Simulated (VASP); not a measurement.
# AlN (Fm-3m) in VASP: a series of runs

The runs below take AlN through single point, with PBEsol.

Everything below comes from runs of VASP 6.6.1. Logs are shortened: lines on timing, memory, paths and dates and some standing lists are left out, and cuts for length are marked.

## 1. Starting point

The structure is cubic, space group Fm-3m (No. 225). Conventional cell: a = 3.956 Å, b = 3.956 Å, c = 3.956 Å, α = 90.00°, β = 90.00°, γ = 90.00°. Al (site symmetry m-3m) has 6 N at 1.98 Å as nearest neighbours. N (site symmetry m-3m) has 6 Al at 1.98 Å as nearest neighbours.

The cell was built by a generator and needn't be a form met in nature.

## 2. Single point, PBEsol

The input, INCAR:

```
ALGO = Normal
EDIFF = 1E-6
ENCUT = 520
GGA = PS
ISIF = 2
ISMEAR = 0
LASPH = T
LCHARG = T
LELF = T
LREAL = F
LVHAR = T
LWAVE = F
NBANDS = 16
NELM = 60
PREC = Accurate
SIGMA = 0.01
```

The input, KPOINTS:

```
k-points
0
Gamma
  9 9 7
```

The input, POSCAR:

```
AlN
1.0
    1.9781010106     -1.9781010106      0.0000000000
    1.9781010106      1.9781010106      0.0000000000
    0.0000000000      0.0000000000      3.9562020212
Al N
2 2
Direct
    0.0033581388     -0.0033581388     -0.0040012018
    0.5033085279      0.4966914721      0.4959987982
    0.0033074224     -0.0033074224      0.4960012018
    0.5033592443      0.4966407557      0.9960012018
```

Potentials or basis: VASP PAW PBE potentials, release 64 (Al, N).

On the command line:

```console
$ cat potpaw_PBE.64/Al/POTCAR potpaw_PBE.64/N/POTCAR > POTCAR
$ mpirun -np 1 vasp_std > vasp.out
```

OUTCAR:

```text
EDIFF = 1E-6
   ENCUT = 520
   GGA = PS
   ISIF = 2
   ISMEAR = 0
   LASPH = T
   LREAL = F
   NELM = 60
   PREC = Accurate

 ion  position               nearest neighbor table
   1  0.003  0.997  0.996-   3 1.98   4 1.98   4 1.98   4 1.98   4 1.98   3 1.98   2 2.80   2 2.80
                             2 2.80   2 2.80   2 2.80   2 2.80   2 2.80   2 2.80
   2  0.503  0.497  0.496-   4 1.98   3 1.98   3 1.98   3 1.98   3 1.98   4 1.98   1 2.80   1 2.80
                             1 2.80   1 2.80   1 2.80   1 2.80   1 2.80   1 2.80
   3  0.003  0.997  0.496-   1 1.98   2 1.98   2 1.98   2 1.98   2 1.98   1 1.98
   4  0.503  0.497  0.996-   2 1.98   1 1.98   1 1.98   1 1.98   1 1.98   2 1.98

  LATTYP: Found a simple tetragonal cell.
 ALAT       =     2.7974572769
 C/A-ratio  =     1.4142135624

  Lattice vectors:

 A1 = (   1.9781010106,  -1.9781010106,   0.0000000000)
 A2 = (   1.9781010106,   1.9781010106,   0.0000000000)
 A3 = (   0.0000000000,   0.0000000000,   3.9562020212)

Analysis of symmetry for initial positions (statically):
=====================================================================
 Subroutine PRICEL returns:
 Original cell was already a primitive cell.

 Routine SETGRP: Setting up the symmetry group for a
 simple tetragonal supercell.

 Subroutine GETGRP returns: Found  8 space group operations
 (whereof  2 operations were pure point group operations)
 out of a pool of 16 trial point group operations.

The static configuration has the point symmetry C_1h.
 The point group associated with its full space group is D_2h.

Analysis of symmetry for dynamics (positions and initial velocities):
=====================================================================
 Subroutine PRICEL returns:
 Original cell was already a primitive cell.

 Routine SETGRP: Setting up the symmetry group for a
 simple tetragonal supercell.

 Subroutine GETGRP returns: Found  8 space group operations
 (whereof  2 operations were pure point group operations)
 out of a pool of 16 trial point group operations.

The dynamic configuration has the point symmetry C_1h.
 The point group associated with its full space group is D_2h.

 Subroutine INISYM returns: Found  8 space group operations
 (whereof  2 operations are pure point group operations),
 and found     1 'primitive' translations

----------------------------------------------------------------------------------------

                                     Primitive cell

  volume of cell :      30.9603

  direct lattice vectors                    reciprocal lattice vectors
     1.978101011 -1.978101011  0.000000000     0.252767678 -0.252767678  0.000000000
     1.978101011  1.978101011  0.000000000     0.252767678  0.252767678  0.000000000
     0.000000000  0.000000000  3.956202021     0.000000000  0.000000000  0.252767678

  length of vectors
     2.797457277  2.797457277  3.956202021     0.357467479  0.357467479  0.252767678

  position of ions in fractional coordinates (direct lattice)
     0.003358139  0.996641861  0.995998798
     0.503308528  0.496691472  0.495998798
     0.003307422  0.996692578  0.496001202
     0.503359244  0.496640756  0.996001202

  ion indices of the primitive-cell ions
   primitive index   ion index
                 1           1
                 2           2
                 3           3
                 4           4

----------------------------------------------------------------------------------------

 KPOINTS: k-points

Automatic generation of k-mesh.
 Grid dimensions read from file:
 generate k-points for:    9    9    7

 Generating k-lattice:

  Cartesian coordinates                     Fractional coordinates (reciprocal lattice)
     0.028085298 -0.028085298  0.000000000     0.111111111  0.000000000  0.000000000
     0.028085298  0.028085298  0.000000000     0.000000000  0.111111111  0.000000000
     0.000000000  0.000000000  0.036109668     0.000000000  0.000000000  0.142857143

  Length of vectors
     0.039718609  0.039718609  0.036109668

  Shift w.r.t. Gamma in fractional coordinates (k-lattice)
     0.000000000  0.000000000  0.000000000

 Subroutine IBZKPT returns following result:
 ===========================================

 Found    100 irreducible k-points:

 Following reciprocal coordinates:
            Coordinates               Weight
  0.000000  0.000000  0.000000      1.000000
  0.111111  0.000000  0.000000      4.000000
  0.222222  0.000000  0.000000      4.000000
  0.333333  0.000000  0.000000      4.000000
  0.444444  0.000000  0.000000      4.000000
  0.111111  0.111111  0.000000      2.000000
[... 16 lines left out ...]
 -0.333333  0.444444  0.000000      4.000000
  0.444444  0.444444  0.000000      2.000000
 [... further k-points ...]
   k-points           NKPTS =    100   k-points in BZ     NKDIM =    100   number of bands    NBANDS=     16
   number of dos      NEDOS =    301   number of ions     NIONS =      4
   total plane-waves  NPLWV =  17280
   dimension x,y,z NGX =    24 NGY =   24 NGZ =   30
   dimension x,y,z NGXF=    48 NGYF=   48 NGZF=   60
   ions per type =               2   2
   NGX,Y,Z   is equivalent  to a cutoff of  14.26, 14.26, 12.61 a.u.
   NGXF,Y,Z  is equivalent  to a cutoff of  28.53, 28.53, 25.21 a.u.
 SYSTEM =  unknown system
   PREC   = accura    normal or accurate (medium, high low for compatibility)
   ISTART =      0    job   : 0-new  1-cont  2-samecut
   ICHARG =      2    charge: 1-file 2-atom 10-const
   ISPIN  =      1    spin polarized calculation?
   LNONCOLLINEAR =      F non collinear calculations
   LSORBIT =      F    spin-orbit coupling
   LASPH  =      T    aspherical Exc in radial PAW
   ENCUT  =  520.0 eV  38.22 Ry    6.18 a.u.   5.20  5.20  7.36*2*pi/ulx,y,z
   NELM   =     60;   NELMIN=  2; NELMDL= -5     # of ELM steps
   EDIFF  = 0.1E-05   stopping-criterion for ELM
   LREAL  =      F    real-space projection
   EDIFFG = 0.1E-04   stopping-criterion for IOM
   NSW    =      0    number of steps for IOM
   IBRION =     -1    ionic relax: 0-MD 1-quasi-New 2-CG
   NFREE  =      0    steps in history (QN), initial steepest desc. (CG)
   ISIF   =      2    stress and relaxation
   ISYM   =      2    0-nonsym 1-usesym 2-fastsym
   POTIM  = 0.5000    time-step for ionic-motion
   TEBEG  =    0.0;   TEEND  =   0.0 temperature during run
   PSTRESS=    0.0 pullay stress
   NELECT =      16.0000    total number of electrons
   NUPDOWN=      -1.0000    fix difference up-down
   EMIN   =  10.00;   EMAX   =-10.00  energy-range for DOS
   EFERMI =   0.00;   METHOD = LEGACY
   ISMEAR =     0;   SIGMA  =   0.01  broadening in eV -4-tet -1-fermi 0-gaus
   EFERMI_NEDOS =   21; number of points for ismear=-14 and -15
   IALGO  =     38    algorithm
   IMIX   =      4    mixing-type and parameters
     AMIX     =   0.40;   BMIX     =  1.00
     AMIX_MAG =   1.60;   BMIX_MAG =  1.00
  volume/ion in A,a.u.               =       7.74        52.23
  Fermi-wavevector in a.u.,A,eV,Ry     =   1.313751  2.482629 23.482859  1.725941
  Thomas-Fermi vector in A             =   2.444052
   LORBIT       =      0    0 simple, 1 ext, 2 COOP (PROOUT), +10 PAW based schemes
   GGA     = PS    functional components
   LHFCALC =     F    Hartree Fock is set to
   AEXX    =    0.0000 exact exchange contribution
   IVDW    =     0    specifies the selected vdW correction
   LEPSILON=     F    determine dielectric tensor
   LRPA    =     F    only Hartree local field effects (RPA)
 non-spin polarized calculation
 Gauss-broadening in eV      SIGMA  =   0.01
  energy-cutoff  :      520.00
  volume of cell :       30.96
 maximum number of plane-waves:       855
 NGX is ok and might be reduce to    24
   NGX = 11   NGY = 11   NGZ = 15

 number of electron      16.0000001 magnetization

 Free energy of the ion-electron system (eV)
  ---------------------------------------------------
  ext. energy  EPLUGINS =         0.00000000
  ---------------------------------------------------
  free energy    TOTEN  =       -30.77073932 eV

  energy without entropy =      -30.77073932  energy(sigma->0) =      -30.77073932

 E-fermi :  10.8625     XC(G=0): -12.7636

 val. band max:       10.7585671671   @ k =   0.0000   0.0000   0.0000
 cond. band min:      15.7735645033   @ k =   0.0000   0.0000   0.0000
 fundamental gap:      5.0149973362
 Fermi energy:        10.8625387490

 k-point     1 :       0.0000    0.0000    0.0000
  band No.  band energies     occupation
      1      -7.4033      2.00000
      2      -2.7410      2.00000
      3       2.8594      2.00000
      4       7.7624      2.00000
      5       7.7624      2.00000
      6      10.7586      2.00000
[... 8 lines left out ...]
     15      25.5380      0.00000
     16      28.2479      0.00000

 k-point     2 :       0.1111    0.0000    0.0000
  band No.  band energies     occupation
      1      -7.2224      2.00000
      2      -2.7054      2.00000
      3       3.0396      2.00000
      4       6.8745      2.00000
      5       7.8677      2.00000
      6       9.9763      2.00000
[... 8 lines left out ...]
     15      25.2206      0.00000
     16      27.1659      0.00000

 k-point     3 :       0.2222    0.0000    0.0000
  band No.  band energies     occupation
      1      -6.6913      2.00000
      2      -2.6890      2.00000
      3       3.5745      2.00000
      4       5.2990      2.00000
      5       8.1719      2.00000
      6       8.3146      2.00000
[... 8 lines left out ...]
     15      24.3697      0.00000
     16      25.3419      0.00000
[... 362 lines left out ...]
 k-point    23 :      -0.3333    0.4444    0.0000
  band No.  band energies     occupation
      1      -3.6253      2.00000
      2      -2.9002      2.00000
      3       3.4413      2.00000
      4       3.9921      2.00000
      5       6.8198      2.00000
      6       7.3917      2.00000
[... 8 lines left out ...]
     15      26.8688      0.00000
     16      27.7894      0.00000

 k-point    24 :       0.4444    0.4444    0.0000
  band No.  band energies     occupation
      1      -3.0125      2.00000
      2      -2.7202      2.00000
      3       2.9496      2.00000
      4       3.1786      2.00000
      5       7.4659      2.00000
      6       7.6111      2.00000
[... 8 lines left out ...]
     15      28.2958      0.00000
     16      28.7965      0.00000

 [... further k-points ...]

------------------------ aborting loop because EDIFF is reached ----------------------------------------

  FORCE on cell =-STRESS in cart. coord.  units (eV):
  Direction    XX          YY          ZZ          XY          YZ          ZX
  --------------------------------------------------------------------------------------
  -------------------------------------------------------------------------------------
  Total        3.8548051      3.8548377      3.8541741     -0.0000000      0.0000000      0.0000000
  in kB      199.4837975    199.4854798    199.4511386     -0.0000000      0.0000000      0.0000000
  external PRESSURE =     199.4734720 kB  Pullay stress =       0.0000000 kB

 VOLUME and BASIS-vectors are now :
 -----------------------------------------------------------------------------
  energy-cutoff  :      520.00
  volume of cell :       30.96
      direct lattice vectors                 reciprocal lattice vectors
     1.978101011 -1.978101011  0.000000000     0.252767678 -0.252767678  0.000000000
     1.978101011  1.978101011  0.000000000     0.252767678  0.252767678  0.000000000
     0.000000000  0.000000000  3.956202021     0.000000000  0.000000000  0.252767678

 POSITION                                       TOTAL-FORCE (eV/Angst)
 -----------------------------------------------------------------------------------
      1.97810      1.96482      3.94037         0.000000      0.000834      0.000000
      1.97810     -0.01309      1.96227         0.000000     -0.000834      0.000000
      1.97810      1.96502      1.96228         0.000000     -0.001302      0.000000
      1.97810     -0.01329      3.94038         0.000000      0.001302      0.000000
 -----------------------------------------------------------------------------------
    total drift:                                0.000000     -0.000036     -0.013192

  FREE ENERGIE OF THE ION-ELECTRON SYSTEM (eV)
  ---------------------------------------------------
  free  energy   TOTEN  =       -30.7707393164 eV

  energy  without entropy=      -30.7707393164  energy(sigma->0) =      -30.77073932
```

Run time: 24 s. Hardware: 1 thread of AMD EPYC 9R45 (Zen 5), shared host; peak memory 0.14 GiB.

What came out:

* Free energy: -30.7707 eV
* Pressure: 19.9 GPa
* Band gap on the k mesh: 5.02 eV

Levels at points of the mesh, in eV from the valence-band top:
```csv
k point,band 6,band 7,band 8,band 9,band 10,band 11
"(0.00, 0.00, 0.00)",0.00,0.00,0.00,5.02,5.20,6.64
```

Caveat: so large a pressure means that the cell lies far from this level's equilibrium, or that cutoff or potentials fall short; the potentials were made for another functional, which shifts forces and pressure; an odd mesh through Γ misses points on the zone boundary, where band edges often lie.

## 3. Single point, PBEsol

This run uses another cell than the first one, of 9.40 Å³/atom, 1.214 times its volume.

The input, INCAR:

```
PREC = Accurate
ENCUT = 520
EDIFF = 1E-6
ISMEAR = 0
SIGMA = 0.01
LREAL = F
LASPH = T
NELM = 80
ALGO = Fast
ISIF = 2
LWAVE = F
LCHARG = F
GGA = PS
NBANDS = 16
```

The input, KPOINTS:

```
Automatic mesh
0
Gamma
  9 9 7
```

The input, POSCAR:

```
AlN
1.0
    1.8042426395     -2.8867882232      0.0000000000
    1.8042426395      2.8867882232      0.0000000000
    0.0000000000      0.0000000000      3.6084852790
Al N
2 2
Direct
   -0.0101905947      0.0101905947     -0.0039998513
    0.6480048024      0.3519951976      0.4960001487
   -0.0062292059      0.0062292059      0.4959998513
    0.6440434136      0.3559565864      0.9959998513
```

Potentials or basis: VASP PAW PBE potentials, release 64 (Al, N).

On the command line:

```console
$ cat potpaw_PBE.64/Al/POTCAR potpaw_PBE.64/N/POTCAR > POTCAR
$ mpirun -np 1 vasp_std > vasp.out
```

Wall time 40 s (1 thread of AMD EPYC 9R45 (Zen 5), shared host); peak memory 0.15 GiB.

The run converged. Its results:

| Property | Result |
| --- | --- |
| Free energy | -30.0434 eV |
| Pressure | 20.2 GPa |
| Band gap on the k mesh | 3.55 eV, indirect (least direct gap 4.04 eV) |

Forces in eV/Å, atoms in the order of the input:
```
Al   0.000  0.000  0.000
Al   0.000  0.000  0.000
N    0.000 -0.002  0.000
N    0.000  0.002  0.000
```

Stress tensor (GPa, compression positive):
```
-4.49  0.00  0.00
 0.00  0.98  0.00
 0.00  0.00 64.13
```

Levels at points of the mesh, in eV from the valence-band top:
```tsv
k point	band 5	band 6	band 7	band 8	band 9	band 10	band 11	band 12
(0.00, 0.00, 0.00)	-3.32	-0.93	-0.88	-0.49	3.55	5.15	7.51	9.25
```

Caveat: so large a pressure means that the cell lies far from this level's equilibrium, or that cutoff or potentials fall short; the potentials were made for another functional, which shifts forces and pressure; an odd mesh through Γ misses points on the zone boundary, where band edges often lie.

## 4. Single point, PBEsol

This run uses another cell than the first one, of 8.63 Å³/atom, 1.115 times its volume.

The input, INCAR:

```
ALGO = Normal
EDIFF = 1E-6
ENCUT = 520
GGA = PS
ISIF = 2
ISMEAR = 0
LASPH = True
LCHARG = True
LELF = True
LREAL = False
LVHAR = True
LWAVE = False
NBANDS = 16
NELM = 60
PREC = Accurate
SIGMA = 0.01
```

The input, KPOINTS:

```
k-points
0
Gamma
  9 9 7
```

The input, POSCAR:

```
AlN
1.0
    1.8792397099     -2.4430116229      0.0000000000
    1.8792397099      2.4430116229      0.0000000000
    0.0000000000      0.0000000000      3.7584794199
Al N
2 2
Direct
   -0.0206119351      0.0206119351     -0.0039999200
    0.5928523723      0.4071476277      0.4960000800
   -0.0050452181      0.0050452181      0.4959999200
    0.5772856553      0.4227143447      0.9959999200
```

On the command line:

```console
$ cat potpaw_PBE.64/Al/POTCAR potpaw_PBE.64/N/POTCAR > POTCAR
$ mpirun -np 1 vasp_std > vasp.out
```

It took 28 s on 1 thread of AMD EPYC 9R45 (Zen 5), shared host; peak memory 0.14 GiB.

It converged, with:

```
Free energy            : -30.2842 eV
Pressure               : 20.0 GPa
Band gap on the k mesh : 4.29 eV, indirect (least direct gap 4.77 eV)
```

Stress tensor (GPa, compression positive):
```
11.83  0.00  0.00
 0.00  8.13  0.00
 0.00  0.00 40.13
```

Levels at points of the mesh, in eV from the valence-band top:
```tsv
k point	band 5	band 6	band 7	band 8	band 9	band 10	band 11	band 12
(0.00, 0.00, 0.00)	-2.13	-0.50	-0.15	-0.08	4.70	4.85	6.09	11.26
```

Caveat: so large a pressure means that the cell lies far from this level's equilibrium, or that cutoff or potentials fall short; the potentials were made for another functional, which shifts forces and pressure; an odd mesh through Γ misses points on the zone boundary, where band edges often lie.

## 5. The runs side by side

| cell | gap on the mesh (eV) | pressure (GPa) |
| --- | --- | --- |
| Fm-3m, 7.74 Å³/atom | 5.02 | 19.9 |
| Cmcm, 9.4 Å³/atom | 3.55 | 20.2 |
| Cmcm, 8.63 Å³/atom | 4.29 | 20.0 |

Alike in all rows: task single point; level PBEsol; potentials or basis VASP PAW PBE potentials, release 64 (Al, N); no spin polarisation; k mesh 9 × 9 × 7; cutoff (eV) 520; smearing gaussian 0.01 eV.

On the cell as given the gap runs from 3.55 eV (PBEsol) to 5.02 eV (PBEsol).

Caveats: so large a pressure means that the cell lies far from this level's equilibrium, or that cutoff or potentials fall short; the potentials were made for another functional, which shifts forces and pressure; an odd mesh through Γ misses points on the zone boundary, where band edges often lie.

Total energies depend on the potentials used, so only differences within one code and one set of settings carry meaning.
